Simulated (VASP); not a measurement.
# Si: relaxed cell and band gap, by functional

Si, P6_3/mmc (no. 194), 4 atoms in the cell.

| Functional | Volume (Å³/atom) | Change from the starting volume (fraction) | Gap, path and mesh (eV) | Time (s) |
|---|---|---|---|---|
| MVS (libxc) | 19.54 | -0.029 | 0.66 | 175 |
| tau-HCTH (libxc) | 20.41 | 0.014 | 0.79 | 141 |
| r2SCAN (libxc) | 20.13 | 0.000 | 0.62 | 102 |

## Input of the first row

INCAR.step1:
```
SYSTEM = Si
PREC = Accurate
ENCUT = 600
EDIFF = 1E-5
ISMEAR = 0
SIGMA = 0.02
LREAL = .FALSE.
LASPH = .TRUE.
GGA_COMPAT = .FALSE.
ALGO = Normal
NELM = 150
ISIF = 2
LWAVE = .TRUE.
LCHARG = .FALSE.
GGA = PE
KPAR = 4
```

INCAR.step2:
```
SYSTEM = Si
PREC = Accurate
ENCUT = 600
EDIFF = 1E-7
ISMEAR = 0
SIGMA = 0.02
LREAL = .FALSE.
LASPH = .TRUE.
GGA_COMPAT = .FALSE.
ALGO = Normal
NELM = 150
ISIF = 3
LWAVE = .FALSE.
LCHARG = .FALSE.
METAGGA = LIBXC
LIBXC1 = MGGA_X_MVS
LIBXC2 = GGA_C_REGTPSS
LMIXTAU = .TRUE.
IBRION = 2
EDIFFG = -0.005
NSW = 60
ISTART = 1
KPAR = 4
```

INCAR.step3, as INCAR.step2 but for:
```
- NSW = 60
- ISTART = 1
+ NSW = 40
```

INCAR.step4, as INCAR.step3 but for:
```
- ISIF = 3
- IBRION = 2
- EDIFFG = -0.005
- NSW = 40
+ ISIF = 2
+ NBANDS = 16
```

KPOINTS:
```
k-points
0
Gamma
  6 6 4
```

KPOINTS_OPT:
```
path GMKGALHA,LM,KH
8
line-mode
reciprocal
 0.0000000000  0.0000000000  0.0000000000  G
 0.5000000000  0.0000000000  0.0000000000  M

 0.5000000000  0.0000000000  0.0000000000  M
 0.3333333333  0.3333333333  0.0000000000  K

 0.3333333333  0.3333333333  0.0000000000  K
 0.0000000000  0.0000000000  0.0000000000  G

 0.0000000000  0.0000000000  0.0000000000  G
 0.0000000000  0.0000000000  0.5000000000  A

 0.0000000000  0.0000000000  0.5000000000  A
 0.5000000000  0.0000000000  0.5000000000  L

 0.5000000000  0.0000000000  0.5000000000  L
 0.3333333333  0.3333333333  0.5000000000  H

 0.3333333333  0.3333333333  0.5000000000  H
 0.0000000000  0.0000000000  0.5000000000  A

 0.5000000000  0.0000000000  0.5000000000  L
 0.5000000000  0.0000000000  0.0000000000  M

 0.3333333333  0.3333333333  0.0000000000  K
 0.3333333333  0.3333333333  0.5000000000  H
```

POSCAR.step1:
```
Si
1.0
    3.8313174605      0.0000000000      0.0000000000
   -1.9156587303      3.3180182508      0.0000000000
    0.0000000000      0.0000000000      6.3326220002
Si
4
Direct
    0.6666666667      0.3333333333      0.9369905000
    0.3333333333      0.6666666667      0.4369905000
    0.6666666667      0.3333333333      0.5630095000
    0.3333333333      0.6666666667      0.0630095000
```

Commands (each step's output is kept before the next begins):
```
cat potpaw_PBE.64/Si/POTCAR > POTCAR
cp INCAR.step1 INCAR
cp POSCAR.step1 POSCAR
mpirun -np 4 vasp_std > vasp.out
cp INCAR.step2 INCAR
mpirun -np 4 vasp_std > vasp.out
cp CONTCAR POSCAR
rm WAVECAR CHG
cp INCAR.step3 INCAR
mpirun -np 4 vasp_std > vasp.out
cp CONTCAR POSCAR
rm WAVECAR CHG
cp INCAR.step4 INCAR
mpirun -np 4 vasp_std > vasp.out
```

Changes of the last row against the first:
```
- LIBXC1 = MGGA_X_MVS
- LIBXC2 = GGA_C_REGTPSS
+ LIBXC1 = MGGA_X_R2SCAN
+ LIBXC2 = MGGA_C_R2SCAN
```

VASP 6.6.1 took 175 s on 4 cores (Intel Xeon 6975P-C (Granite Rapids)), a shared host.
